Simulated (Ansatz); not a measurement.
# Searching the electronic states of Ni, part 1 of 2

How much does the result for Ni depend on the starting moments? The same cell is run from several starts. System: Ni, the measured crystal structure (space group Fm-3m, primitive cell doubled); the cell holds 2 atoms. Source: COD entry 2102293.

Program: Ansatz 0.2.0. Level of theory: DFT PBE, PAW, plane waves, scalar-relativistic. These are calculated values, not measurements.

### Step 1. The system as given

It takes space group Fm-3m (No. 225, cubic). The conventional cell has a = 3.544 Å, b = 3.544 Å, c = 3.544 Å, α = 90.00°, β = 90.00°, γ = 90.00°. Ni (site symmetry m-3m) is surrounded by 12 Ni at 2.51 Å.

Coordinates:

```cif
data_structure
_symmetry_space_group_name_H-M 'P 1'
_symmetry_Int_Tables_number 1
_cell_length_a 4.3407
_cell_length_b 2.5061
_cell_length_c 2.5061
_cell_angle_alpha 90.000
_cell_angle_beta 54.736
_cell_angle_gamma 90.000
_cell_volume 22.26
loop_
_atom_site_label
_atom_site_type_symbol
_atom_site_fract_x
_atom_site_fract_y
_atom_site_fract_z
_atom_site_occupancy
Ni1 Ni 0.00000 0.00000 0.00000 1
Ni2 Ni 0.50000 0.50000 0.00000 1
```

In tables a label like Ni2 counts atoms in the order of input.yaml; a structure file may count by element.

The first starts: parallel moments, plain SCF; opposed moments +-, plain SCF; no spin polarisation; spin on, no moments given (the program may seed its own), plain SCF. Further starts follow from what these give.

“Plain SCF” means no search for lower states. Ends within 0.2 meV/atom and 0.1 μB count as one state.

Moments by site are taken inside atomic spheres; the rest lies between them.

### Step 2. Parallel moments, plain SCF

Input file input.yaml:

```yaml
crystal:
  lattice:
    - [-1.7721, -1.7721, -3.5442]
    - [1.7721, -1.7721, 0.0]
    - [-1.7721, -1.7721, 0.0]
  atoms:
    - { symbol: Ni, position: [0.0, 0.0, 0.0], spin: 2.0 }
    - { symbol: Ni, position: [0.5, 0.5, 0.0], spin: 2.0 }
magnetization:
  spin_polarized: true
hamiltonian:
  xc: pbe
  pseudopotentials: { kind: paw }
basis:
  ecutwfc: 420
kpoints:
  mp_grid: { grid: [8, 11, 13] }
scf:
  occupations: { method: fermi_dirac, width: 0.05 }
  lower_state_search: "off"
output:
  forces: true
  stress: true
```

The program printed (excerpt; [...] marks lines left out):

```text
Warning: crystal.symmetry: narrowed to the stabiliser of the k-point mesh — unitary ops 32 → 8; excluded 24 operations that carry a point of the 8×11×13 mesh (shift [0, 0, 0]) off the mesh (the run samples exactly the mesh kpoints.mp_grid names, as under crystal.symmetry.detect: false, [...]
Pseudopotentials: kind: paw
Pseudopotential: Ni, paw, valence charge 18, recommended cutoff 420 eV (normal), Ni.paw.azcp
Functional definition: PBE
[...]
Crystal: 2 atoms, lattice volume = 22.260 Å³
Basis set: ecut = 420 eV, 451 PW (Γ), exchange–correlation on 60×36×36 points (8 copies of the dense FFT grid, shifted against one another)
Bands: 24, of which v1, the nominal top of the filled ones, is band 18 counted from 1 (17 counted from 0)
Symmetry: 8 space group operations
k-points: 318 of 1144
[...]
Starting moments: Σ|m| = 4 μB on 2 of 2 sites
[...]
SCF iter   1: F=—  HF=-11678.904588 eV  |F-HF|=—  |Δ(HF+E_count)|=         —  Δρ=1.28e-1 (↑1.13e-1 ↓1.28e-1)  dr2=3.05e-2  dr2_m=2.93e0  M=1.871 μB ∫|m|=2.093 μB  β_m=0.30  ethr=8.48e-5  ⟨swp⟩=1.0  Hψ=76826  notcnv=0
[...]
spin-set hold released at iteration 1 (the charge has settled, or the pull on large starting moments outlasts its swing): the magnetisation degrees of freedom join the quasi-Newton model from the next iteration; the mixer history was flushed
[...]
SCF iter  10: F=-11679.450355 eV  HF=-11679.450355 eV  |F-HF|=1.89e-9  |Δ(HF+E_count)|=   7.84e-9  Δρ=6.70e-6 (↑2.11e-6 ↓6.70e-6)  dr2=2.94e-9  dr2_m=1.77e-9  M=1.263 μB ∫|m|=1.452 μB  ethr=2.64e-11  ⟨swp⟩=1.9  Hψ=46753  notcnv=0
[...]
SCF converged after 10 iterations
Magnetization: 1.2632 μB (18.6316 up, 17.3684 down)
Absolute magnetization: 1.4538 μB (∫|ρ↑−ρ↓|, with the PAW one-centre terms)
Spin contamination: 0.0144 ħ² per cell (⟨S²⟩ above its minimum at these occupations)
Per-site moments (μB) at R_I (Å): [(0.6716036893136211, 1.0337777397260617), (0.6716036893136211, 1.0337777397260617)]
Free energy (F): -11679.450355 eV
[...]
E sigma→0 (E₀):  -11679.436187 eV
Entropy (-TS):   -0.028337 eV (-14.169 meV/atom)
Fermi energy:    17.673387 eV
[...]
--- Forces (eV/Å), atoms counted from 1 ---
  atom   1  Ni     0.00000000    -0.00000000     0.00000000
  atom   2  Ni     0.00000000    -0.00000000     0.00000000
[...]
--- Stress (GPa, compression-positive) ---
       -4.242131      -0.012167      -0.015563
       -0.012167      -4.242131      -0.015563
       -0.015563      -0.015563      -4.007673
  P = ⅓ Tr σ = -4.1640 GPa (-41.640 kbar)
```

Run time: 12 s. Hardware: 2 threads of an Arm CPU, shared host; peak memory 0.49 GiB.

End: ferromagnetic, site moments Ni1 0.67, Ni2 0.67 μB, total 1.26 μB per cell, no gap on the k-mesh.

### Step 3. Opposed moments +-, plain SCF

input.yaml: that of step 2 with these lines changed.

```diff
@@ -7,3 +7,3 @@
     - { symbol: Ni, position: [0.0, 0.0, 0.0], spin: 2.0 }
-    - { symbol: Ni, position: [0.5, 0.5, 0.0], spin: 2.0 }
+    - { symbol: Ni, position: [0.5, 0.5, 0.0], spin: -2.0 }
 magnetization:
```

The program printed:

```text
Warning: crystal.symmetry: narrowed to the stabiliser of the k-point mesh — unitary ops 16 → 4; excluded 12 operations that carry a point of the 8×11×13 mesh (shift [0, 0, 0]) off the mesh (the run samples exactly the mesh kpoints.mp_grid names, as under crystal.symmetry.detect: false, and its converged state has the mesh's symmetry, not the crystal's; ε∞, the Born charges and the force constants of a linear response (`dielectric:` by the response, `phonons.method: dfpt`) are averaged over those of the crystal's operations that the state keeps within a tolerance, where `mesh_tensors`, `unaveraged_element` or `gamma_mean_max_change_ev_ang2` stands beside them; a row that `dielectric.field_direction` solves alone is averaged likewise, with nothing beside; a Γ-centred mesh of equal divisions is mapped onto itself by every operation and keeps the whole group, as does a half-shifted one under kpoints.further_shifts: images)
[... 11 lines as in an earlier run ...]
Symmetry: 4 space group operations
[... 5 lines as in an earlier run ...]
Starting moments: Σ|m| = 4 μB on 2 of 2 sites
[... 2 lines as in an earlier run ...]
spin-down is spin-up translated by (0.5, 0.5, 0): one eigenproblem is solved per k-point and the antiferromagnetic symmetry of the starting moments is kept exactly by this SCF (crystal.symmetry.spin_inversion_symmetry: false solves both channels; [...]
iter 1 solved again at ethr=2.20e-4 eV; its pass at ethr=3.10e-3 eV (dr2=7.92e-2 eV) is discarded
SCF iter   1: F=—  HF=-11678.499464 eV  |F-HF|=—  |Δ(HF+E_count)|=         —  Δρ=1.46e-1 (↑1.46e-1 ↓1.46e-1)  dr2=7.90e-2  dr2_m=4.33e0  M=0.000 μB ∫|m|=1.763 μB  β_m=0.30  ethr=2.20e-4  ⟨swp⟩=1.2  Hψ=38934  notcnv=0
Mixer restart at iter 1: flushing history
preconditioner: auto → none  [metal: Δε(μ)=0.001 eV  Ē_g=11.490 eV  σ=0.050 eV  W_gap=0.01  n_scr=6 (ndim 8)  ℏωp=35.2 eV  f_vac=0.000  D(μ)=6.30/eV (n_scr^D=128)  sad-step TF]
[... 1 line as in an earlier run ...]
SCF iter   2: F=—  HF=-11678.779758 eV  |F-HF|=—  |Δ(HF+E_count)|=   2.80e-1  Δρ=1.18e-1 (↑1.18e-1 ↓1.18e-1)  dr2=3.27e-2  dr2_m=2.84e0  M=0.000 μB ∫|m|=1.564 μB  β_m=0.52  ethr=2.19e-4  ⟨swp⟩=2.4  Hψ=11774  notcnv=0
SCF iter   3: F=—  HF=-11679.328658 eV  |F-HF|=—  |Δ(HF+E_count)|=   5.49e-1  Δρ=3.94e-2 (↑3.94e-2 ↓3.94e-2)  dr2=1.97e-1  dr2_m=2.35e-1  M=0.000 μB ∫|m|=0.788 μB  β_m=0.54  ethr=9.09e-5  ⟨swp⟩=3.0  Hψ=17670  notcnv=0  defer=189
SCF iter   4: F=—  HF=-11679.357444 eV  |F-HF|=—  |Δ(HF+E_count)|=   2.88e-2  Δρ=2.02e-2 (↑2.02e-2 ↓2.02e-2)  dr2=1.51e-1  dr2_m=1.63e-2  M=0.000 μB ∫|m|=0.484 μB  β_m=0.43  ethr=9.09e-5  ⟨swp⟩=3.0  Hψ=17274  notcnv=0  defer=295
SCF iter   5: F=—  HF=-11679.335422 eV  |F-HF|=—  |Δ(HF+E_count)|=   2.20e-2  Δρ=6.15e-3 (↑6.15e-3 ↓6.15e-3)  dr2=9.80e-3  dr2_m=3.15e-3  M=0.000 μB ∫|m|=0.404 μB  β_m=0.72  ethr=9.09e-5  ⟨swp⟩=2.3  Hψ=14092  notcnv=0  defer=300
SCF iter   6: F=—  HF=-11679.339071 eV  |F-HF|=—  |Δ(HF+E_count)|=   3.65e-3  Δρ=2.07e-3 (↑2.07e-3 ↓2.07e-3)  dr2=1.47e-3  dr2_m=1.61e-4  M=0.000 μB ∫|m|=0.310 μB  β_m=0.78  ethr=2.72e-5  ⟨swp⟩=2.1  Hψ=12227  notcnv=0  defer=300
SCF iter   7: F=—  HF=-11679.339069 eV  |F-HF|=—  |Δ(HF+E_count)|=   1.89e-6  Δρ=5.92e-4 (↑5.92e-4 ↓5.92e-4)  dr2=2.85e-5  dr2_m=3.88e-5  M=0.000 μB ∫|m|=0.306 μB  β_m=0.80  ethr=4.08e-6  ⟨swp⟩=2.6  Hψ=10764  notcnv=0  defer=300
SCF iter   8: F=—  HF=-11679.339101 eV  |F-HF|=—  |Δ(HF+E_count)|=   3.28e-5  Δρ=4.49e-4 (↑4.49e-4 ↓4.49e-4)  dr2=3.96e-6  dr2_m=3.69e-5  M=0.000 μB ∫|m|=0.302 μB  β_m=0.90  ethr=7.92e-8  ⟨swp⟩=2.1  Hψ=12824  notcnv=0  defer=300
SCF iter   9: F=—  HF=-11679.339147 eV  |F-HF|=—  |Δ(HF+E_count)|=   4.58e-5  Δρ=3.54e-4 (↑3.54e-4 ↓3.54e-4)  dr2=2.53e-6  dr2_m=2.30e-5  M=0.000 μB ∫|m|=0.291 μB  β_m=0.94  ethr=1.10e-8  ⟨swp⟩=2.0  Hψ=13214  notcnv=0  defer=300
SCF iter  10: F=—  HF=-11679.339167 eV  |F-HF|=—  |Δ(HF+E_count)|=   2.00e-5  Δρ=2.59e-4 (↑2.59e-4 ↓2.59e-4)  dr2=3.53e-6  dr2_m=1.06e-5  M=0.000 μB ∫|m|=0.281 μB  β_m=0.78  ethr=7.02e-9  ⟨swp⟩=2.0  Hψ=13212  notcnv=0  defer=300
SCF iter  11: F=—  HF=-11679.339179 eV  |F-HF|=—  |Δ(HF+E_count)|=   1.23e-5  Δρ=9.86e-5 (↑9.86e-5 ↓9.86e-5)  dr2=1.15e-7  dr2_m=1.86e-6  M=0.000 μB ∫|m|=0.269 μB  β_m=0.88  ethr=7.02e-9  ⟨swp⟩=2.0  Hψ=13009  notcnv=0  defer=300
iter 12 did not close the SCF: its close was put off for a magnetic moment that had not settled (scf_convergence_deferred on its scf_iter line)
SCF iter  12: F=-11679.339183 eV  HF=-11679.339183 eV  |F-HF|=6.21e-8  |Δ(HF+E_count)|=   3.50e-6  Δρ=2.24e-5 (↑2.24e-5 ↓2.24e-5)  dr2=3.39e-8  dr2_m=8.55e-8  M=0.000 μB ∫|m|=0.260 μB  β_m=0.94  ethr=2.78e-10  ⟨swp⟩=4.9  Hψ=29175  notcnv=0
iter 13 did not close the SCF: its close was put off for a magnetic moment that had not settled (scf_convergence_deferred on its scf_iter line)
SCF iter  13: F=-11679.339183 eV  HF=-11679.339183 eV  |F-HF|=1.53e-8  |Δ(HF+E_count)|=   2.16e-7  Δρ=1.37e-5 (↑1.37e-5 ↓1.37e-5)  dr2=3.31e-8  dr2_m=2.30e-8  M=0.000 μB ∫|m|=0.259 μB  β_m=0.97  ethr=9.40e-11  ⟨swp⟩=2.0  Hψ=27167  notcnv=0
iter 14 did not close the SCF: its close was put off for a magnetic moment that had not settled (scf_convergence_deferred on its scf_iter line)
SCF iter  14: F=-11679.339183 eV  HF=-11679.339183 eV  |F-HF|=9.41e-8  |Δ(HF+E_count)|=   9.08e-8  Δρ=1.52e-5 (↑1.52e-5 ↓1.52e-5)  dr2=9.38e-8  dr2_m=5.61e-9  M=0.000 μB ∫|m|=0.258 μB  β_m=0.87  ethr=9.19e-11  ⟨swp⟩=2.0  Hψ=27882  notcnv=0
iter 15 did not close the SCF: its close was put off for a magnetic moment that had not settled (scf_convergence_deferred on its scf_iter line)
SCF iter  15: F=-11679.339183 eV  HF=-11679.339183 eV  |F-HF|=2.70e-9  |Δ(HF+E_count)|=   8.33e-9  Δρ=4.72e-6 (↑4.72e-6 ↓4.72e-6)  dr2=3.13e-9  dr2_m=2.64e-9  M=0.000 μB ∫|m|=0.258 μB  β_m=0.93  ethr=9.19e-11  ⟨swp⟩=2.6  Hψ=24208  notcnv=0
iter 16 did not close the SCF: its close was put off for a magnetic moment that had not settled (scf_convergence_deferred on its scf_iter line)
SCF iter  16: F=-11679.339183 eV  HF=-11679.339183 eV  |F-HF|=3.82e-11  |Δ(HF+E_count)|=   4.49e-9  Δρ=1.62e-6 (↑1.62e-6 ↓1.62e-6)  dr2=1.33e-10  dr2_m=4.17e-10  M=0.000 μB ∫|m|=0.258 μB  β_m=0.93  ethr=8.69e-12  ⟨swp⟩=2.0  Hψ=21661  notcnv=0
SCF iter  17: F=-11679.339183 eV  HF=-11679.339183 eV  |F-HF|=3.09e-11  |Δ(HF+E_count)|=  8.89e-10  Δρ=6.17e-7 (↑6.17e-7 ↓6.17e-7)  dr2=4.91e-11  dr2_m=3.77e-11  M=0.000 μB ∫|m|=0.259 μB  ethr=1.00e-12  ⟨swp⟩=1.5  Hψ=21971  notcnv=0
SCF 1 converged in 17 iterations: F = -11679.339183 eV  dr2 = 4.91e-11
SCF converged after 17 iterations
Magnetization: 0.0000 μB (18.0000 up, 18.0000 down)
Absolute magnetization: 0.2585 μB (∫|ρ↑−ρ↓|, with the PAW one-centre terms)
Spin contamination: 0.0690 ħ² per cell (⟨S²⟩ above its minimum at these occupations)
Per-site moments (μB) at R_I (Å): [(0.1273595632256976, 1.0337777397260617), (-0.1273595632256976, 1.0337777397260617)]
Free energy (F): -11679.339183 eV
Harris-Foulkes:  -11679.339183 eV  (|F-HF|=3.09e-11)
Internal energy: -11679.282175 eV  (E = F + TS)
E sigma→0 (E₀):  -11679.310679 eV
Entropy (-TS):   -0.057009 eV (-28.504 meV/atom)
Fermi energy:    17.475770 eV
--- Per-component energies (eV) ---
  E_band       = -584.164799
  E_kinetic    = 563.752670
  E_local      = -6950.892062  (includes V_loc(G=0)·N_el)
  E_nonlocal   = 1272.091993
  E_hartree    = 2900.400187
  E_xc         = -169.102179
  E_vxc        = -218.024011  (∫ρ·V_xc dr)
  E_paw        = -3260.150150  (= ΣΔE_a)
  E_vpaw       = -1051.893983  (= ΣTr[D̂ρ^β])
  E_aug_tail   = 0.000768  (compensation charges beyond the density's cutoff)
  E_ewald      = -6035.383402
  E_smearing   = -0.057009  (= −TS)
  E_closure    = -0.000000  (closes the sum)
  Σ components = -11679.339183   (vs F -11679.339183, Δ=0.00e0)
--- Forces (eV/Å), atoms counted from 1 ---
  atom   1  Ni    -0.00000000     0.00000000     0.00000000
  atom   2  Ni     0.00000000    -0.00000000     0.00000000
  max |Σ_I F_I| component: 3.79e-29 eV/Å
--- Stress (GPa, compression-positive) ---
       -4.970391      -0.103218      -0.005989
       -0.103218      -4.970391      -0.005989
       -0.005989      -0.005989      -5.193383
  P = ⅓ Tr σ = -5.0447 GPa (-50.447 kbar)
```

Wall time 9.9 s (2 threads of an Arm CPU, shared host); peak memory 0.46 GiB.

The state reached is antiferromagnetic (magnetic neighbours of Ni1 with a moment over 0.3 of its own that point the other way: 8 of 12 at 2.51 Å, 0 of 6 at 3.54 Å), site moments Ni1 0.13, Ni2 -0.13 μB, total 0.00 μB per cell, no gap on the k-mesh. Against step 2, the lowest until now, it is 55.6 meV/atom higher.

### Step 4. No spin polarisation

input.yaml: that of step 3 with these lines changed.

```diff
@@ -6,6 +6,4 @@
   atoms:
-    - { symbol: Ni, position: [0.0, 0.0, 0.0], spin: 2.0 }
-    - { symbol: Ni, position: [0.5, 0.5, 0.0], spin: -2.0 }
-magnetization:
-  spin_polarized: true
+    - { symbol: Ni, position: [0.0, 0.0, 0.0] }
+    - { symbol: Ni, position: [0.5, 0.5, 0.0] }
 hamiltonian:
```

The program printed (excerpt; [...] marks lines left out):

```text
[... 11 lines as in an earlier run ...]
Bands: 22, of which v1, the nominal top of the filled ones, is band 18 counted from 1 (17 counted from 0)
[... 5 lines as in an earlier run ...]
[...]
[... 2 lines as in an earlier run ...]
SCF iter   1: F=—  HF=-11679.338612 eV  |F-HF|=—  |Δ(HF+E_count)|=         —  Δρ=3.44e-3  dr2=6.87e-4  ethr=1.77e-3  ⟨swp⟩=5.2  Hψ=25968  notcnv=0
[...]
SCF iter   6: F=-11679.338771 eV  HF=-11679.338771 eV  |F-HF|=1.50e-9  |Δ(HF+E_count)|=   3.24e-8  Δρ=8.53e-6  dr2=2.78e-9  ethr=1.23e-10  ⟨swp⟩=2.9  Hψ=25215  notcnv=0
[...]
SCF converged after 6 iterations
Free energy (F): -11679.338771 eV
[...]
E sigma→0 (E₀):  -11679.308423 eV
Entropy (-TS):   -0.060696 eV (-30.348 meV/atom)
Fermi energy:    17.471689 eV
[...]
--- Forces (eV/Å), atoms counted from 1 ---
  atom   1  Ni    -0.00000000    -0.00000000     0.00000000
  atom   2  Ni    -0.00000000    -0.00000000     0.00000000
[...]
--- Stress (GPa, compression-positive) ---
       -5.122847      -0.100299      -0.006388
       -0.100299      -5.122847      -0.006388
       -0.006387      -0.006387      -5.177657
  P = ⅓ Tr σ = -5.1411 GPa (-51.411 kbar)
```

Run time: 3.3 s. Hardware: 2 threads of an Arm CPU, shared host; peak memory 0.39 GiB.

End: non-magnetic (no spin polarisation), no gap on the k-mesh. Against step 2, the lowest until now, it is 55.8 meV/atom higher.

### Step 5. Spin on, no moments given (the program may seed its own), plain SCF

input.yaml: that of step 4 with these lines changed.

```diff
@@ -21 +21,3 @@
   stress: true
+magnetization:
+  spin_polarized: true
```

The program printed (excerpt; [...] marks lines left out):

```text
[... 1 line as in an earlier run ...]
band count auto-derived: 24 (N_el = 36.0; filled up to band 18; 22 by the electrons, moments and atoms)
[... 19 lines as in an earlier run ...]
[...]
SCF iter   1: F=—  HF=-11678.038594 eV  |F-HF|=—  |Δ(HF+E_count)|=         —  Δρ=1.78e-1 (↑1.78e-1 ↓1.78e-1)  dr2=1.30e-2  dr2_m=6.44e0  M=2.567 μB ∫|m|=2.567 μB  ethr=4.73e-4  ⟨swp⟩=1.2  Hψ=38755  notcnv=0
[...]
SCF iter  10: F=-11679.450355 eV  HF=-11679.450355 eV  |F-HF|=7.04e-9  |Δ(HF+E_count)|=   3.76e-7  Δρ=1.26e-5 (↑6.59e-6 ↓1.26e-5)  dr2=2.27e-8  dr2_m=5.75e-9  M=1.263 μB ∫|m|=1.452 μB  ethr=2.78e-10  ⟨swp⟩=3.0  Hψ=55731  notcnv=0
[...]
SCF converged after 10 iterations
Magnetization: 1.2632 μB (18.6316 up, 17.3684 down)
Absolute magnetization: 1.4539 μB (∫|ρ↑−ρ↓|, with the PAW one-centre terms)
Spin contamination: 0.0144 ħ² per cell (⟨S²⟩ above its minimum at these occupations)
Per-site moments (μB) at R_I (Å): [(0.6716178080465568, 1.0337777397260617), (0.6716178080465568, 1.0337777397260617)]
Free energy (F): -11679.450355 eV
[...]
E sigma→0 (E₀):  -11679.436187 eV
Entropy (-TS):   -0.028336 eV (-14.168 meV/atom)
Fermi energy:    17.673329 eV
[... 24 lines left out: energy terms, forces, stress ...]
```

Wall time 10 s (2 threads of an Arm CPU, shared host); peak memory 0.49 GiB.

Nothing new: the 10 iterations lead to the state found in step 2 (ferromagnetic).

### Step 6. Parallel moments scaled by 0.03, plain SCF

input.yaml: that of step 5 with these lines changed.

```diff
@@ -6,4 +6,6 @@
   atoms:
-    - { symbol: Ni, position: [0.0, 0.0, 0.0] }
-    - { symbol: Ni, position: [0.5, 0.5, 0.0] }
+    - { symbol: Ni, position: [0.0, 0.0, 0.0], spin: 0.06 }
+    - { symbol: Ni, position: [0.5, 0.5, 0.0], spin: 0.06 }
+magnetization:
+  spin_polarized: true
 hamiltonian:
@@ -21,3 +23 @@
   stress: true
-magnetization:
-  spin_polarized: true
```

The program printed (excerpt; [...] marks lines left out):

```text
[... 11 lines as in an earlier run ...]
Bands: 23, of which v1, the nominal top of the filled ones, is band 18 counted from 1 (17 counted from 0)
[... 6 lines as in an earlier run ...]
Starting moments: Σ|m| = 0.12 μB on 2 of 2 sites
[... 3 lines as in an earlier run ...]
SCF iter   1: F=—  HF=-11679.353744 eV  |F-HF|=—  |Δ(HF+E_count)|=         —  Δρ=2.92e-2 (↑2.92e-2 ↓1.46e-2)  dr2=1.70e-1  dr2_m=1.76e-2  M=0.217 μB ∫|m|=0.220 μB  β_m=1.00  ethr=4.73e-4  ⟨swp⟩=1.0  Hψ=73994  notcnv=0
[...]
spin-set hold released at iteration 9 (site moments contracting): the magnetisation degrees of freedom join the quasi-Newton model from the next iteration; the mixer history was flushed
[...]
SCF iter  16: F=-11679.450355 eV  HF=-11679.450355 eV  |F-HF|=5.07e-9  |Δ(HF+E_count)|=   3.71e-7  Δρ=6.65e-6 (↑6.65e-6 ↓6.20e-6)  dr2=1.02e-8  dr2_m=3.48e-9  M=1.263 μB ∫|m|=1.452 μB  ethr=2.78e-10  ⟨swp⟩=3.3  Hψ=59067  notcnv=0
[...]
SCF converged after 16 iterations
Magnetization: 1.2632 μB (18.6316 up, 17.3684 down)
Absolute magnetization: 1.4538 μB (∫|ρ↑−ρ↓|, with the PAW one-centre terms)
Spin contamination: 0.0144 ħ² per cell (⟨S²⟩ above its minimum at these occupations)
Per-site moments (μB) at R_I (Å): [(0.671596874906213, 1.0337777397260617), (0.671596874906213, 1.0337777397260617)]
Free energy (F): -11679.450355 eV
[...]
E sigma→0 (E₀):  -11679.436186 eV
Entropy (-TS):   -0.028338 eV (-14.169 meV/atom)
Fermi energy:    17.673315 eV
[... 24 lines left out: energy terms, forces, stress ...]
```

Wall time 16 s (2 threads of an Arm CPU, shared host); peak memory 0.48 GiB.

This is the state of step 2 again (ferromagnetic), after 16 iterations.

### Step 7. Moments ++ scaled by 0.5, plain SCF

input.yaml: that of step 6 with these lines changed.

```diff
@@ -6,4 +6,4 @@
   atoms:
-    - { symbol: Ni, position: [0.0, 0.0, 0.0], spin: 0.06 }
-    - { symbol: Ni, position: [0.5, 0.5, 0.0], spin: 0.06 }
+    - { symbol: Ni, position: [0.0, 0.0, 0.0], spin: 1.0 }
+    - { symbol: Ni, position: [0.5, 0.5, 0.0], spin: 1.0 }
 magnetization:
```

The program printed (excerpt; [...] marks lines left out):

```text
[... 18 lines as in an earlier run ...]
Starting moments: Σ|m| = 2 μB on 2 of 2 sites
[... 2 lines as in an earlier run ...]
[...]
SCF iter   1: F=—  HF=-11679.381197 eV  |F-HF|=—  |Δ(HF+E_count)|=         —  Δρ=4.00e-2 (↑1.54e-2 ↓4.00e-2)  dr2=1.19e-1  dr2_m=1.20e-1  M=1.365 μB ∫|m|=1.453 μB  β_m=0.30  ethr=3.32e-4  ⟨swp⟩=1.0  Hψ=74011  notcnv=0
[...]
spin-set hold released at iteration 7 (site moments contracting): the magnetisation degrees of freedom join the quasi-Newton model from the next iteration; the mixer history was flushed
[...]
SCF iter  13: F=-11679.450355 eV  HF=-11679.450355 eV  |F-HF|=3.23e-8  |Δ(HF+E_count)|=   3.21e-8  Δρ=1.21e-5 (↑4.96e-6 ↓1.21e-5)  dr2=3.13e-8  dr2_m=2.73e-9  M=1.263 μB ∫|m|=1.452 μB  ethr=2.78e-10  ⟨swp⟩=3.5  Hψ=42123  notcnv=0
[...]
SCF converged after 13 iterations
Magnetization: 1.2632 μB (18.6316 up, 17.3684 down)
Absolute magnetization: 1.4538 μB (∫|ρ↑−ρ↓|, with the PAW one-centre terms)
Spin contamination: 0.0144 ħ² per cell (⟨S²⟩ above its minimum at these occupations)
Per-site moments (μB) at R_I (Å): [(0.6716051938455231, 1.0337777397260617), (0.6716051938455231, 1.0337777397260617)]
Free energy (F): -11679.450355 eV
[...]
E sigma→0 (E₀):  -11679.436187 eV
Entropy (-TS):   -0.028337 eV (-14.169 meV/atom)
Fermi energy:    17.673487 eV
[... 24 lines left out: energy terms, forces, stress ...]
```

Wall time 12 s (2 threads of an Arm CPU, shared host); peak memory 0.47 GiB.

The run ends in the same state as step 2 (ferromagnetic); it took 13 iterations.

(Continued in part 2 of 2.)
